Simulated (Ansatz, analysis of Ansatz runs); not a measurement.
## MgS (F-43m), nudged elastic band: V_Mg hop (4.0 Å) (q = −2)

Aim: the barrier of one jump in MgS (F-43m) at charge −2: V_Mg hop (4.0 Å). The model is a cell of 54 host atoms with 1 Mg taken out; Mg is the atom that moves.

Calculated with Ansatz 0.2.0; plane-wave PAW DFT, PBEsol; nudged elastic band between two relaxed defect structures at fixed charge in a uniform background; PAW set soft_1.

**1. The starting structure**

The cell holds 53 atoms: 26 Mg and 27 S. Cell: a = 11.988 Å, b = 11.988 Å, c = 11.988 Å, α = 60.0°, β = 60.0°, γ = 60.0°. It derives from MgS (space group F-43m). Nearest the centre at fractional (0.333, 0.667, 0.500): S34 at 1.41 Å, Mg33 at 2.00 Å, S18 at 3.16 Å, S16 at 3.16 Å, S30 at 3.16 Å, S28 at 3.16 Å, Mg17 at 3.46 Å, Mg21 at 3.46 Å. The cell carries charge −2.

The cell's shortest repeat is 12.0 Å.

**2. Relaxation of the start point, charge −2**

The ends come first: from an unrelaxed start the top is counted from too high an energy, and the barrier comes out too low. Small random displacements break the symmetry of the ideal sites, so that the defect can distort if it gains by it. The charge of −2 is set by the electron count, and a uniform background keeps the cell neutral.

File qm2.start/input.yaml:

```yaml
crystal:
  lattice:
    - [0.0, 8.4768995, 8.4768995]
    - [8.4768995, 0.0, 8.4768995]
    - [8.4768995, 8.4768995, 0.0]
  atoms:
    - { symbol: Mg, position: [0.0, 0.0, 0.0] }
    - { symbol: S, position: [0.08333333, 0.08333333, 0.08333333] }
    - { symbol: Mg, position: [0.0, 0.0, 0.33333333] }
    - { symbol: S, position: [0.08333333, 0.08333333, 0.41666667] }
    - { symbol: Mg, position: [0.0, 0.0, 0.66666667] }
    - { symbol: S, position: [0.08333333, 0.08333333, 0.75] }
    - { symbol: Mg, position: [0.0, 0.33333333, 0.0] }
    - { symbol: S, position: [0.08333333, 0.41666667, 0.08333333] }
    - { symbol: Mg, position: [0.0, 0.33333333, 0.33333333] }
    - { symbol: S, position: [0.08333333, 0.41666667, 0.41666667] }
    - { symbol: Mg, position: [0.0, 0.33333333, 0.66666667] }
    - { symbol: S, position: [0.08333333, 0.41666667, 0.75] }
    - { symbol: Mg, position: [0.0, 0.66666667, 0.0] }
    - { symbol: S, position: [0.08333333, 0.75, 0.08333333] }
    - { symbol: Mg, position: [0.0, 0.66666667, 0.33333333] }
    - { symbol: S, position: [0.08333333, 0.75, 0.41666667] }
    - { symbol: Mg, position: [0.0, 0.66666667, 0.66666667] }
    - { symbol: S, position: [0.08333333, 0.75, 0.75] }
    - { symbol: Mg, position: [0.33333333, 0.0, 0.0] }
    - { symbol: S, position: [0.41666667, 0.08333333, 0.08333333] }
    - { symbol: Mg, position: [0.33333333, 0.0, 0.33333333] }
    - { symbol: S, position: [0.41666667, 0.08333333, 0.41666667] }
    - { symbol: Mg, position: [0.33333333, 0.0, 0.66666667] }
    - { symbol: S, position: [0.41666667, 0.08333333, 0.75] }
    - { symbol: Mg, position: [0.33333333, 0.33333333, 0.0] }
    - { symbol: S, position: [0.41666667, 0.41666667, 0.08333333] }
    - { symbol: Mg, position: [0.33333333, 0.33333333, 0.33333333] }
    - { symbol: S, position: [0.41666667, 0.41666667, 0.41666667] }
    - { symbol: Mg, position: [0.33333333, 0.33333333, 0.66666667] }
    - { symbol: S, position: [0.41666667, 0.41666667, 0.75] }
    - { symbol: Mg, position: [0.33333333, 0.66666667, 0.0] }
    - { symbol: S, position: [0.41666667, 0.75, 0.08333333] }
    - { symbol: Mg, position: [0.33333333, 0.66666667, 0.33333333] }
    - { symbol: S, position: [0.41666667, 0.75, 0.41666667] }
    - { symbol: S, position: [0.41666667, 0.75, 0.75] }
    - { symbol: Mg, position: [0.66666667, 0.0, 0.0] }
    - { symbol: S, position: [0.75, 0.08333333, 0.08333333] }
    - { symbol: Mg, position: [0.66666667, 0.0, 0.33333333] }
    - { symbol: S, position: [0.75, 0.08333333, 0.41666667] }
    - { symbol: Mg, position: [0.66666667, 0.0, 0.66666667] }
    - { symbol: S, position: [0.75, 0.08333333, 0.75] }
    - { symbol: Mg, position: [0.66666667, 0.33333333, 0.0] }
    - { symbol: S, position: [0.75, 0.41666667, 0.08333333] }
    - { symbol: Mg, position: [0.66666667, 0.33333333, 0.33333333] }
    - { symbol: S, position: [0.75, 0.41666667, 0.41666667] }
    - { symbol: Mg, position: [0.66666667, 0.33333333, 0.66666667] }
    - { symbol: S, position: [0.75, 0.41666667, 0.75] }
    - { symbol: Mg, position: [0.66666667, 0.66666667, 0.0] }
    - { symbol: S, position: [0.75, 0.75, 0.08333333] }
    - { symbol: Mg, position: [0.66666667, 0.66666667, 0.33333333] }
    - { symbol: S, position: [0.75, 0.75, 0.41666667] }
    - { symbol: Mg, position: [0.66666667, 0.66666667, 0.66666667] }
    - { symbol: S, position: [0.75, 0.75, 0.75] }
total_charge: -2
basis:
  ecutwfc: 420
  xc_grid: 2
hamiltonian:
  xc: pbesol
  pseudopotentials: { kind: paw, azcp: { folder: soft_1 }, xc_functional: pbe }
kpoints:
  mp_grid: { grid: [1, 1, 1], shift: [0.25, 0.25, 0.25] }
scf:
  occupations: { method: fixed }
  max_iter: 100
output:
  forces: true
relax:
  f_tol: 0.02
  max_steps: 70
  random_displacement: { amplitude: 0.03, seed: 7714 }
```

Launch:

```bash
$ ansatz run input.yaml --threads 4 --pin off --max-ram 8478MiB --backend cpu --events-out ev --progress --plain --runs-dir out
```

The program printed:

```text
The last accepted step is kept in <dir> (removed where the run ends without a failure and the disk answers)
Engine: ansatz 0.2.0, aarch64-unknown-linux-gnu
Pseudopotentials: kind: paw
Pseudopotential: Mg, paw, valence charge 10, recommended cutoff 420 eV (normal), soft_1/Mg.paw.azcp
Pseudopotential: S, paw, valence charge 6, recommended cutoff 420 eV (normal), soft_1/S.paw.azcp
Functional definition: PBEsol
  exchange = pbesol_x
  correlation = pbesol_c
Crystal: 53 atoms, lattice volume = 1218.263 Å³
Basis set: ecut = 420 eV, 23589 PW (Γ), exchange–correlation on 162×162×162 points (8 copies of the dense FFT grid, shifted against one another)
Bands: 265, of which v1, the nominal top of the filled ones, is band 212 counted from 1 (211 counted from 0)
Symmetry: 1 space group operations
k-points: 1
Non-local potential: Mg, projectors of the file, l = 0: 3, l = 1: 2, l = 2: 1
Non-local potential: S, projectors of the file, l = 0: 2, l = 1: 2, l = 2: 1
PAW form: soft (Blöchl's): semilocal exchange-correlation on the pseudo side does not see the compensation charge
PAW frozen core: Mg, regenerated for the run's functional, and the local potential with it (the file was generated under x = pbe(κ = 0.804, μ = 0.219515), c = pbe(β = 0.066725))
PAW frozen core: S, regenerated for the run's functional, and the local potential with it (the file was generated under x = pbe(κ = 0.804, μ = 0.219515), c = pbe(β = 0.066725))
PAW one-centre angular grid: Mg, 110 points (default); XC on 64 Gauss nodes
PAW one-centre angular grid: S, 110 points (default); XC on 64 Gauss nodes
Initial density: superposition of atomic densities (chi_scale 0.1, normalization cell, long waves kept (reshape's long-wave potential 0.18 eV rms))
Initial wavefunctions: pseudopotential atomic-orbital guess
Functional: x = pbesol(κ = 0.804, μ = 0.123457), c = pbesol(β = 0.046)
SCF iter   1: F=—  HF=-73668.464574 eV  |F-HF|=—  |Δ(HF+E_count)|=         —  Δρ=3.03e-2  dr2=1.30e1  ethr=3.10e-3  ⟨swp⟩=5.0  Hψ=790  notcnv=0  defer=49
preconditioner: auto → Resta (q_TF=auto, 2.288 Å⁻¹)  ε∞=3.5  [insulator: Δε(μ)=2.884 eV  Ē_g=9.906 eV  n_scr=258 (ndim 8)  ℏωp=15.6 eV  f_vac=0.001  ε∞_Penn≈3.5]
SCF iter   2: F=—  HF=-73666.367520 eV  |F-HF|=—  |Δ(HF+E_count)|=    2.10e0  Δρ=1.64e-2  dr2=3.67e0  ethr=3.06e-3  ⟨swp⟩=2.0  Hψ=287  notcnv=0  defer=49
SCF iter   3: F=—  HF=-73666.167204 eV  |F-HF|=—  |Δ(HF+E_count)|=   2.00e-1  Δρ=2.97e-3  dr2=1.76e-1  ethr=8.65e-4  ⟨swp⟩=3.0  Hψ=304  notcnv=0  defer=49
SCF iter   4: F=—  HF=-73666.188332 eV  |F-HF|=—  |Δ(HF+E_count)|=   2.11e-2  Δρ=8.19e-4  dr2=1.04e-2  ethr=4.16e-5  ⟨swp⟩=3.0  Hψ=372  notcnv=0  defer=51
SCF iter   5: F=—  HF=-73666.196021 eV  |F-HF|=—  |Δ(HF+E_count)|=   7.69e-3  Δρ=2.53e-4  dr2=1.12e-3  ethr=2.46e-6  ⟨swp⟩=2.0  Hψ=326  notcnv=0  defer=51
SCF iter   6: F=—  HF=-73666.197406 eV  |F-HF|=—  |Δ(HF+E_count)|=   1.39e-3  Δρ=7.97e-5  dr2=9.84e-5  ethr=2.64e-7  ⟨swp⟩=2.0  Hψ=404  notcnv=0  defer=51
SCF iter   7: F=-73666.197444 eV  HF=-73666.197438 eV  |F-HF|=6.37e-6  |Δ(HF+E_count)|=   3.17e-5  Δρ=2.07e-5  dr2=5.61e-6  ethr=2.36e-9  ⟨swp⟩=5.0  Hψ=885  notcnv=0
SCF 1 converged in 7 iterations: F = -73666.197444 eV  dr2 = 5.61e-6
  greatest PAW one-centre occupation: 1.000 electrons in one spin orbital (limit 2), on the Mg atom at site 10 (counted from 0), in its partial waves of l = 0
relax step   1: F+E_penalty+E_count = -73666.19744408 eV  Δ(F+E_penalty+E_count) = +0.000e0 eV  max|allowed force component| = 8.191e-1 eV/Å  Δτ_max = 0.0000 Å  (7 SCF iters, dr2 threshold 1.00e-5 eV, accepted)
[... the SCF cycles and remarks between the steps are left out from here to the last step ...]
relax step   2: F+E_penalty+E_count = -73666.88861787 eV  Δ(F+E_penalty+E_count) = -6.912e-1 eV  max|allowed force component| = 2.218e-1 eV/Å  Δτ_max = 0.1021 Å  (5 SCF iters, dr2 threshold 4.19e-5 eV, accepted)
relax step   3: F+E_penalty+E_count = -73666.93003935 eV  Δ(F+E_penalty+E_count) = -4.142e-2 eV  max|allowed force component| = 4.617e-2 eV/Å  Δτ_max = 0.0330 Å  (5 SCF iters, dr2 threshold 3.07e-6 eV, accepted)
SCF iter   1: F=—  HF=-73666.933909 eV  |F-HF|=—  |Δ(HF+E_count)|=         —  Δρ=5.60e-4  dr2=2.97e-3  ethr=1.14e-5  ⟨swp⟩=6.0  Hψ=463  notcnv=0  defer=51
SCF iter   2: F=—  HF=-73666.933829 eV  |F-HF|=—  |Δ(HF+E_count)|=   7.98e-5  Δρ=3.09e-4  dr2=8.76e-4  ethr=7.01e-7  ⟨swp⟩=2.0  Hψ=322  notcnv=0  defer=49
SCF iter   3: F=—  HF=-73666.933831 eV  |F-HF|=—  |Δ(HF+E_count)|=   1.37e-6  Δρ=4.24e-5  dr2=5.46e-5  ethr=2.07e-7  ⟨swp⟩=2.0  Hψ=317  notcnv=0  defer=49
SCF iter   4: F=—  HF=-73666.934203 eV  |F-HF|=—  |Δ(HF+E_count)|=   3.73e-4  Δρ=2.14e-5  dr2=1.02e-5  ethr=1.29e-8  ⟨swp⟩=2.0  Hψ=324  notcnv=0  defer=49
SCF iter   5: F=—  HF=-73666.934201 eV  |F-HF|=—  |Δ(HF+E_count)|=   2.31e-6  Δρ=6.36e-6  dr2=8.13e-7  ethr=2.40e-9  ⟨swp⟩=2.0  Hψ=317  notcnv=0  defer=49
SCF iter   6: F=—  HF=-73666.934201 eV  |F-HF|=—  |Δ(HF+E_count)|=   1.48e-7  Δρ=2.58e-6  dr2=1.10e-7  ethr=1.92e-10  ⟨swp⟩=2.0  Hψ=349  notcnv=0  defer=49
SCF iter   7: F=-73666.934201 eV  HF=-73666.934201 eV  |F-HF|=1.38e-9  |Δ(HF+E_count)|=   2.23e-8  Δρ=7.09e-7  dr2=6.31e-9  ethr=2.36e-11  ⟨swp⟩=4.0  Hψ=758  notcnv=0
SCF 4 converged in 7 iterations: F = -73666.934201 eV  dr2 = 6.31e-9
relax step   4: F+E_penalty+E_count = -73666.93420094 eV  Δ(F+E_penalty+E_count) = -4.162e-3 eV  max|allowed force component| = 1.215e-2 eV/Å  Δτ_max = 0.0249 Å  (7 SCF iters, accepted)
SCF converged after 7 iterations
Free energy (F): -73666.934201 eV
Harris-Foulkes:  -73666.934201 eV  (|F-HF|=1.38e-9)
Internal energy: -73666.934201 eV  (E = F + TS)
E sigma→0 (E₀):  -73666.934201 eV
Fermi energy:    3.813301 eV
--- Per-component energies (eV) ---
  E_band       = -9667.830499
  E_kinetic    = 4730.187647
  E_local      = -52255.641451  (includes V_loc(G=0)·N_el)
  E_nonlocal   = 6014.705320
  E_hartree    = 18182.953079
  E_xc         = -3096.856188
  E_vxc        = -3163.522466  (∫ρ·V_xc dr)
  E_paw        = -23526.484148  (= ΣΔE_a)
  E_vpaw       = -1359.462943  (= ΣTr[D̂ρ^β])
  E_aug_tail   = -0.003877  (compensation charges beyond the density's cutoff)
  E_ewald      = -23718.997637
  E_core_change = 3.203054  (= ΣΔE_core)
  E_smearing   = -0.000000  (= −TS)
  E_closure    = 0.000000  (closes the sum)
  E_deformation_potential = -20.626537  (in the stress; not in F)
  Σ components = -73666.934201   (vs F -73666.934201, Δ=0.00e0)
--- Forces (eV/Å), atoms counted from 1 ---
  atom   1  Mg    -0.00442392     0.00177753    -0.00108210
  atom   2  S      0.00493737    -0.00434404    -0.00342521
  [... 13 atoms left out ...]
  atom  16  S     -0.00062392    -0.00156463    -0.00227882
  atom  17  Mg     0.00296393     0.00011100     0.00709305
  atom  18  S      0.01214541    -0.00652243    -0.00211639
  [... 2 atoms left out ...]
  atom  21  Mg    -0.00490078     0.00304128    -0.00404401
  [... 6 atoms left out ...]
  atom  28  S     -0.00344120     0.00022303    -0.00246807
  atom  29  Mg     0.00354978     0.00372935    -0.00300367
  atom  30  S     -0.00536745     0.01023868     0.00068099
  [... 2 atoms left out ...]
  atom  33  Mg    -0.00382670    -0.00118734     0.00680210
  atom  34  S      0.00252855     0.00407544     0.01152405
  [... 15 atoms left out ...]
  atom  50  Mg     0.00457063    -0.00260570    -0.00608991
  [... 3 atoms left out ...]
  max |Σ_I F_I| component: 9.70e-6 eV/Å
--- Relaxed structure (4 steps of the walk, 4 accepted, 0 SCFs on fresh bases) ---
  F+E_penalty+E_count = -73666.93420094 eV   max|allowed force component| = 1.215e-2 eV/Å
  atoms:
    - { symbol: Mg, position: [0.001554, -0.001251, -0.001278] }
    - { symbol: S, position: [0.083576, 0.083409, 0.083698] }
    [... 13 atoms left out ...]
    - { symbol: S, position: [0.083620, 0.749506, 0.417177] }
    - { symbol: Mg, position: [0.002801, 0.669717, 0.670129] }
    - { symbol: S, position: [0.085316, 0.749439, 0.749778] }
    [... 2 atoms left out ...]
    - { symbol: Mg, position: [0.336649, -0.008510, 0.336028] }
    [... 6 atoms left out ...]
    - { symbol: S, position: [0.416330, 0.417072, 0.417085] }
    - { symbol: Mg, position: [0.336784, 0.336190, 0.669912] }
    - { symbol: S, position: [0.416697, 0.418345, 0.749695] }
    [... 2 atoms left out ...]
    - { symbol: Mg, position: [0.336422, 0.669910, 0.336382] }
    - { symbol: S, position: [0.416673, 0.750020, 0.417789] }
    [... 15 atoms left out ...]
    - { symbol: Mg, position: [0.658162, 0.669900, 0.335941] }
    [... 3 atoms left out ...]
```

Run time: 46 s. Hardware: 4 threads of Arm Neoverse V1, shared host; peak memory 1.7 GiB; 2.9 min of CPU time.

Step by step:

```tsv
step	energy less that of the first step (eV)	largest force component (eV/Å)
1	0.0000	0.8191
2	-0.6912	0.2218
3	-0.7326	0.0462
4	-0.7368	0.0121
```

The atoms that moved most (Å, from the sites as typed, ahead of the random displacement, the mean shift of all atoms taken out):

```tsv
atom	dx	dy	dz	length
Mg31	-0.056	-0.057	0.048	0.093
Mg52	0.048	-0.057	-0.056	0.093
Mg23	-0.054	0.049	-0.054	0.091
Mg5	-0.051	0.052	-0.052	0.089
Mg29	0.050	0.054	0.051	0.089
Mg25	-0.052	-0.049	0.051	0.088
Mg33	0.052	0.049	0.051	0.087
Mg17	0.053	0.050	0.047	0.087
```

Neighbours of Mg33 at the end:

```tsv
atom	distance (Å)
S34	2.367
S32	2.469
S16	2.476
S28	2.476
Mg50	3.854
Mg21	3.854
Mg3	3.980
Mg44	3.983
Mg19	3.993
Mg48	3.997
Mg29	4.000
Mg17	4.000
```

Read from the output:

* free energy: -73666.9342 eV
* r.m.s. move of the farther half of the atoms: 0.02319 Å
* largest move from the ideal geometry of this structure, a common shift of the far atoms taken out: 0.09984 Å

The relaxation gained 0.737 eV and ended with a largest force component of 0.012 eV/Å.

**3. Relaxation of the end point, charge −2**

The end point is relaxed in the same cell and settings, so that the two energies compare. Atoms more than 3.2 Å from the middle of the hop start where the first relaxation left them, the nearer ones on or close to their ideal places, with small random displacements.

File qm2.end/input.yaml:

```yaml
crystal:
  lattice:
    - [0.0, 8.4768995, 8.4768995]
    - [8.4768995, 0.0, 8.4768995]
    - [8.4768995, 8.4768995, 0.0]
  atoms:
    - { symbol: Mg, position: [0.00116836, -0.0014923, -0.00086835] }
    - { symbol: S, position: [0.08319035, 0.08316848, 0.08410869] }
[... 13 atom lines left out ...]
    - { symbol: S, position: [0.08333333, 0.75, 0.41666667] }
    - { symbol: Mg, position: [0.00241513, 0.66947612, 0.67054054] }
    - { symbol: S, position: [0.08333333, 0.75, 0.75] }
[... 2 atom lines left out ...]
    - { symbol: Mg, position: [0.33626335, -0.00875147, 0.33643923] }
[... 6 atom lines left out ...]
    - { symbol: S, position: [0.41666667, 0.41666667, 0.41666667] }
    - { symbol: Mg, position: [0.33639804, 0.33594955, 0.67032314] }
    - { symbol: S, position: [0.41666667, 0.41666667, 0.75] }
[... 1 atom line left out ...]
    - { symbol: S, position: [0.41529495, 0.74853719, 0.08475146] }
    - { symbol: Mg, position: [0.333333, 0.666667, 0.666667] }
    - { symbol: S, position: [0.41666667, 0.75, 0.41666667] }
    - { symbol: S, position: [0.41537019, 0.74888934, 0.74951665] }
[... 14 atom lines left out ...]
    - { symbol: Mg, position: [0.65777599, 0.66965955, 0.33635184] }
[... 2 atom lines left out ...]
    - { symbol: S, position: [0.75047651, 0.74882872, 0.74936467] }
total_charge: -2
basis:
  ecutwfc: 420
  xc_grid: 2
hamiltonian:
  xc: pbesol
  pseudopotentials: { kind: paw, azcp: { folder: soft_1 }, xc_functional: pbe }
kpoints:
  mp_grid: { grid: [1, 1, 1], shift: [0.25, 0.25, 0.25] }
scf:
  occupations: { method: fixed }
  max_iter: 100
output:
  forces: true
relax:
  f_tol: 0.02
  max_steps: 70
  random_displacement: { amplitude: 0.01, seed: 7714 }
```

The program printed:

```text
[...]
Crystal: 53 atoms, lattice volume = 1218.263 Å³
Basis set: ecut = 420 eV, 23589 PW (Γ), exchange–correlation on 162×162×162 points (8 copies of the dense FFT grid, shifted against one another)
Bands: 265, of which v1, the nominal top of the filled ones, is band 212 counted from 1 (211 counted from 0)
Symmetry: 1 space group operations
k-points: 1
[...]
SCF iter   1: F=—  HF=-73668.392256 eV  |F-HF|=—  |Δ(HF+E_count)|=         —  Δρ=3.04e-2  dr2=1.30e1  ethr=3.10e-3  ⟨swp⟩=5.0  Hψ=794  notcnv=0  defer=49
[...]
SCF iter   7: F=-73666.137241 eV  HF=-73666.137234 eV  |F-HF|=6.85e-6  |Δ(HF+E_count)|=   3.18e-5  Δρ=2.16e-5  dr2=6.21e-6  ethr=2.36e-9  ⟨swp⟩=3.0  Hψ=968  notcnv=0
SCF 1 converged in 7 iterations: F = -73666.137241 eV  dr2 = 6.21e-6
[...]
[... 3 atoms left out ...]
  max |Σ_I F_I| component: 2.05e-5 eV/Å
--- Relaxed structure (4 steps of the walk, 4 accepted, 0 SCFs on fresh bases) ---
  F+E_penalty+E_count = -73666.93439883 eV   max|allowed force component| = 4.639e-3 eV/Å
  atoms:
    - { symbol: Mg, position: [0.001316, -0.001535, 0.001866] }
    - { symbol: S, position: [0.083413, 0.083923, 0.084032] }
    [... 13 atoms left out ...]
    - { symbol: S, position: [0.084470, 0.749680, 0.417016] }
    - { symbol: Mg, position: [0.002545, 0.669526, 0.658421] }
    - { symbol: S, position: [0.083313, 0.749072, 0.751129] }
    [... 2 atoms left out ...]
    - { symbol: Mg, position: [0.336081, -0.009433, 0.336555] }
    [... 6 atoms left out ...]
    - { symbol: S, position: [0.416325, 0.417809, 0.417020] }
    - { symbol: Mg, position: [0.336188, 0.335821, 0.658438] }
    - { symbol: S, position: [0.415784, 0.416568, 0.751127] }
    [... 2 atoms left out ...]
    - { symbol: Mg, position: [0.336210, 0.669424, 0.657392] }
    - { symbol: S, position: [0.415560, 0.748960, 0.415797] }
    [... 15 atoms left out ...]
    - { symbol: Mg, position: [0.657164, 0.669461, 0.336515] }
    [... 3 atoms left out ...]
[key lines of the parts left out:]
SCF converged after 5 iterations
Free energy (F): -73666.934399 eV
Fermi energy:    3.809824 eV
```

It took 44 s on 4 threads; peak memory 1.7 GiB; 2.8 min of CPU time.

Relaxation path:

```tsv
step	energy less that of the first step (eV)	largest force component (eV/Å)
1	0.0000	1.0797
2	-0.7520	0.2517
3	-0.7968	0.0225
4	-0.7972	0.0046
```

The atoms that moved most (Å, from the sites as typed, ahead of the random displacement):

```tsv
atom	dx	dy	dz	length
Mg31	0.103	0.104	0.007	0.147
Mg29	-0.102	-0.104	-0.004	0.146
Mg17	-0.103	-0.103	0.001	0.145
Mg33	-0.056	-0.055	0.047	0.091
Mg52	-0.039	0.038	0.066	0.086
Mg25	0.048	0.053	-0.045	0.085
Mg23	0.035	-0.040	0.065	0.084
Mg15	0.048	0.052	0.045	0.084
```

Neighbours of Mg33 at the end:

```tsv
atom	distance (Å)
S34	2.365
S35	2.470
S30	2.477
S18	2.477
Mg50	3.847
Mg21	3.848
Mg46	3.981
Mg5	3.981
Mg29	3.993
Mg17	3.993
Mg52	3.998
Mg23	3.998
```

Numbers from this step:

```
free energy                                                                                       : -73666.9344 eV
r.m.s. move of the farther half of the atoms                                                      : 0.03938 Å
largest move from the ideal geometry of this structure, a common shift of the far atoms taken out : 0.1048 Å
```

The relaxation gained 0.797 eV and ended with a largest force component of 0.0046 eV/Å. The end lies within 1 meV of the start.

(Continued in part 2 of 3.)

[Long decimals in the printed logs are rounded to 6 places.]

[Repeated set-up lines and some long k-point lines are left out of the logs, and relaxed atomic positions are cut to six decimals.]

[Logs are printed without paths, hosts, clocks, repeated set-up lines and the standing remarks that a program may print on its own settings, such as how far it seeks lower states.]

[Hosts, paths, dates, database ids (printed as entryN), source tags and the programs' standing remarks are cut or masked in the printed files.]
